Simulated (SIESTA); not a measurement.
## SrO under changes of volume

One of the cells (16.901 Å³/atom); the others are scaled copies at fixed shape and fractional positions:

```
Sr O
1.0
     0.00000    2.56630    2.56630
     2.56630    0.00000    2.56630
     2.56630    2.56630    0.00000
Sr O
1 1
Direct
  0.50000 0.50000 0.50000
  0.00000 0.00000 0.00000
```

- Program: SIESTA 5.4.2
- Functional: LDA
- Potentials or basis: PseudoDojo 0.4 standard (LDA files)
- Basis: DZP (energy shift 0.003 Ry; two zetas on semicore shells; d shell added on Sr)
- Grid cutoff: 800 Ry
- Energy shift: 0.003 Ry
- k mesh: 9 × 9 × 9
- Occupations: fermi-dirac, width 0.05 eV
- Spin: no spin polarisation

| volume (Å³/atom) | energy over the lowest point (meV/atom) | pressure (GPa) | gap on the mesh (eV) |
| --- | --- | --- | --- |
| 15.887 | ? | ? | ? |
| 16.225 | 0.00 | 0.9 | 3.13 |
| 16.563 | 0.45 | -1.3 | 3.15 |
| 16.901 | 5.36 | -3.3 | 3.16 |
| 17.239 | 14.22 | -5.1 | 3.17 |
| 17.577 | 26.79 | -6.7 | 3.18 |
| 17.915 | 42.53 | -8.1 | 3.19 |

Task: What does the run at 15.887 Å³/atom give?

Result: Energy over the lowest point 4.63 meV/atom; pressure 3.5 GPa; gap on the mesh 3.11 eV.

Worked out: A Birch-Murnaghan fit of order 3 (a polynomial in V^(-2/3)) to the other rows has its minimum at 16.36 Å³/atom with B0 = V·E''(V) = 109 GPa and B' = 4.1. It gives 4.49 meV/atom at 15.887 Å³/atom, against the run's 4.63, and -dE/dV = 3.4 GPa, against 3.5. A straight line through the other rows of the gap, of slope 0.578 eV per unit of ln V, extrapolates to 3.12 eV, against the run's 3.11.

Energies are extrapolated to zero smearing.

Caveats: an odd mesh through Γ misses points on the zone boundary, where band edges often lie; the basis of atomic orbitals isn't converged, which shifts pressures, moduli and gaps. Spin-orbit coupling on Sr is left out.
